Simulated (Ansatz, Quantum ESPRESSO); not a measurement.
# puckered SnSe, 1 layer against a metal electrode: the far face's level over the Fermi level at a withheld member of a series

How the rows were computed: Quantum ESPRESSO 7.5, PBE, GBRV ultrasoft. The slab is relaxed neutral under PBE-D3(BJ), then held. ESM with bc3: vacuum below and a metal electrode about 6 Å above the top atoms. Fermi-Dirac smearing of 0.004 Ry and a dense mesh. Charges are set per cell from the starting area. The series steps the charge of the slab (positive: electrons removed).

```
charge of the slab  far face's level over the Fermi level (eV)
     1 ×10¹³ e/cm²                                       4.120
     2 ×10¹³ e/cm²                                       4.187
     3 ×10¹³ e/cm²                                       4.257
   4.5 ×10¹³ e/cm²                                       4.341
     6 ×10¹³ e/cm²                                       4.388
     7 ×10¹³ e/cm²                                       4.411
```

**Question.** What is the far face's level over the Fermi level at 8 ×10¹³ e/cm²?

**Fit.** The rows at 6 ×10¹³ e/cm² and 7 ×10¹³ e/cm² give a slope of (4.411 − (4.388))/(7 − (6)) = 0.023, so a straight line gives 4.434 eV. A parabola through these and the row at 4.5 ×10¹³ e/cm² gives 4.427 eV.

**Check.** 4.429 eV. The line misses by +0.005 and the parabola by −0.002 eV. The parabola does better.

Caveats: Vacuum fills the gap; ions don't answer the charge; added electrons can spill towards the electrode at the most negative charges. Charges count on the starting cell, which the relaxation changed by some per cent. Members without a usable value, or on the other side of zero field or charge, are not listed.

[Logs are printed without paths, hosts, clocks, repeated set-up lines and the standing remarks that a program may print on its own settings, such as how far it seeks lower states.]
